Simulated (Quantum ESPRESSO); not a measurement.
Set up this calculation in Quantum ESPRESSO 7.5, as the native input.

| Item | Value |
| --- | --- |
| Task | band structure |
| Functional | PBEsol |
| Potentials or basis | GBRV 1.5 PBEsol |
| Cutoff | 612 eV |
| Density cutoff | 4898 eV |
| k mesh | 12 × 12 × 12 |
| Occupations | fermi-dirac, width 0.05 eV |
| Spin | no spin polarisation |
| Mixing beta | 0.5 |
| Most SCF iterations | 120 |
| SCF threshold | 2e-10 Ry |

Crystal: Al.

```
CELL_PARAMETERS angstrom
-1.59122 1.59122 1.59122
1.59122 -1.59122 1.59122
1.59122 1.59122 -1.59122
ATOMIC_POSITIONS crystal
Al 0.00000 0.00000 0.00000
```

This isn't the form of Al at room conditions, which is fcc.

These files were run (other wordings do the same):

pw.in

```
&CONTROL
  calculation = 'scf'
  prefix = 'pwscf'
  outdir = './tmp'
  pseudo_dir = './pseudo'
  tprnfor = .true.
  tstress = .true.
  disk_io = 'low'
/
&SYSTEM
  ibrav = 0
  nat = 1
  ntyp = 1
  ecutwfc = 45
  ecutrho = 360
  nbnd = 6
  occupations = 'smearing'
  smearing = 'fd'
  degauss = 0.00367493
/
&ELECTRONS
  conv_thr = 2d-10
  electron_maxstep = 120
  mixing_beta = 0.5
/
ATOMIC_SPECIES
Al    26.9815 al_pbesol_v1.uspp.F.UPF
CELL_PARAMETERS angstrom
  -1.5912186900    1.5912186900    1.5912186900
   1.5912186900   -1.5912186900    1.5912186900
   1.5912186900    1.5912186900   -1.5912186900
ATOMIC_POSITIONS crystal
Al     0.0000000000    0.0000000000    0.0000000000
K_POINTS automatic
12 12 12 0 0 0
```

bands.in

```
&CONTROL
  calculation = 'bands'
  prefix = 'pwscf'
  outdir = './tmp'
  pseudo_dir = './pseudo'
  disk_io = 'low'
  verbosity = 'high'
/
&SYSTEM
  ibrav = 0
  nat = 1
  ntyp = 1
  ecutwfc = 45
  ecutrho = 360
  nbnd = 6
  occupations = 'smearing'
  smearing = 'fd'
  degauss = 0.00367493
/
&ELECTRONS
  conv_thr = 1d-08
  electron_maxstep = 120
  mixing_beta = 0.5
  diago_full_acc = .true.
  startingwfc = 'random'
/
ATOMIC_SPECIES
Al    26.9815 al_pbesol_v1.uspp.F.UPF
CELL_PARAMETERS angstrom
  -1.5912186900    1.5912186900    1.5912186900
   1.5912186900   -1.5912186900    1.5912186900
   1.5912186900    1.5912186900   -1.5912186900
ATOMIC_POSITIONS crystal
Al     0.0000000000    0.0000000000    0.0000000000
K_POINTS crystal
60
 0.0000000000  0.0000000000  0.0000000000 1
 0.0416666667 -0.0416666667  0.0416666667 1
 0.0833333333 -0.0833333333  0.0833333333 1
 0.1250000000 -0.1250000000  0.1250000000 1
 0.1666666667 -0.1666666667  0.1666666667 1
 0.2083333333 -0.2083333333  0.2083333333 1
 0.2500000000 -0.2500000000  0.2500000000 1
 0.2916666667 -0.2916666667  0.2916666667 1
 0.3333333333 -0.3333333333  0.3333333333 1
 0.3750000000 -0.3750000000  0.3750000000 1
 0.4166666667 -0.4166666667  0.4166666667 1
 0.4583333333 -0.4583333333  0.4583333333 1
 0.5000000000 -0.5000000000  0.5000000000 1
 0.4375000000 -0.4375000000  0.5000000000 1
 0.3750000000 -0.3750000000  0.5000000000 1
 0.3125000000 -0.3125000000  0.5000000000 1
 0.2500000000 -0.2500000000  0.5000000000 1
 0.1875000000 -0.1875000000  0.5000000000 1
 0.1250000000 -0.1250000000  0.5000000000 1
 0.0625000000 -0.0625000000  0.5000000000 1
 0.0000000000  0.0000000000  0.5000000000 1
 0.0000000000  0.0000000000  0.4444444444 1
 0.0000000000  0.0000000000  0.3888888889 1
 0.0000000000  0.0000000000  0.3333333333 1
 0.0000000000  0.0000000000  0.2777777778 1
 0.0000000000  0.0000000000  0.2222222222 1
 0.0000000000  0.0000000000  0.1666666667 1
 0.0000000000  0.0000000000  0.1111111111 1
 0.0000000000  0.0000000000  0.0555555556 1
 0.0000000000  0.0000000000  0.0000000000 1
 0.0227272727  0.0227272727  0.0227272727 1
 0.0454545455  0.0454545455  0.0454545455 1
 0.0681818182  0.0681818182  0.0681818182 1
 0.0909090909  0.0909090909  0.0909090909 1
 0.1136363636  0.1136363636  0.1136363636 1
 0.1363636364  0.1363636364  0.1363636364 1
 0.1590909091  0.1590909091  0.1590909091 1
 0.1818181818  0.1818181818  0.1818181818 1
 0.2045454545  0.2045454545  0.2045454545 1
 0.2272727273  0.2272727273  0.2272727273 1
 0.2500000000  0.2500000000  0.2500000000 1
 0.2708333333  0.1875000000  0.2708333333 1
 0.2916666667  0.1250000000  0.2916666667 1
 0.3125000000  0.0625000000  0.3125000000 1
 0.3333333333  0.0000000000  0.3333333333 1
 0.3541666667 -0.0625000000  0.3541666667 1
 0.3750000000 -0.1250000000  0.3750000000 1
 0.3958333333 -0.1875000000  0.3958333333 1
 0.4166666667 -0.2500000000  0.4166666667 1
 0.4375000000 -0.3125000000  0.4375000000 1
 0.4583333333 -0.3750000000  0.4583333333 1
 0.4791666667 -0.4375000000  0.4791666667 1
 0.5000000000 -0.5000000000  0.5000000000 1
 0.2500000000  0.2500000000  0.2500000000 1
 0.2083333333  0.2083333333  0.2916666667 1
 0.1666666667  0.1666666667  0.3333333333 1
 0.1250000000  0.1250000000  0.3750000000 1
 0.0833333333  0.0833333333  0.4166666667 1
 0.0416666667  0.0416666667  0.4583333333 1
 0.0000000000  0.0000000000  0.5000000000 1
```

Potentials or basis: GBRV 1.5 PBEsol.

The run is started by

```bash
$ OMP_NUM_THREADS=1 mpirun -n 2 pw.x -nk 2 -in pw.in > pw.out
$ OMP_NUM_THREADS=1 mpirun -n 2 pw.x -nk 2 -in bands.in > bands.out
```

Results of the run:

| Item | Value |
| --- | --- |
| Pressure | 2.2 GPa |
| Band gap on the k mesh | none (metal or under the smearing width) |

Run time: 3.9 s on 2 MPI ranks on Arm Neoverse V2, on a shared host, peak memory 0.18 GiB a rank.
